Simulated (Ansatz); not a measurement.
**LiI: pressure series**

The parent structure is LiI in the rock salt structure (space group Fm-3m, No. 225; a = 6.019 Å).

Cell and atoms are relaxed at each pressure.

The values are results of Kohn–Sham DFT with the PBE functional, run in Ansatz (a quantum-chemistry and plane-wave program) with PAW and 420 eV plane waves, no spin-orbit coupling, not measurements.

Candidates:
(a) pressure 2.1 GPa
(b) pressure −1 GPa
(c) pressure 15 GPa
(d) pressure 9 GPa

Before the change:

The width of the top valence band is 1.27 eV.

Question: Order them by width of the top valence band, lowest first.

Answer: (b) pressure −1 GPa (1.15 eV), (a) pressure 2.1 GPa (1.47 eV), (d) pressure 9 GPa (1.95 eV), (c) pressure 15 GPa (2.26 eV)

Spin-orbit coupling, missing from the scalar runs, can matter with I. The levels and masses belong to the bands next to the band gap. Load acts through the strain it causes; cell and atoms are relaxed under it. No phonon test of stability was made. Competing high-pressure phases were not computed.
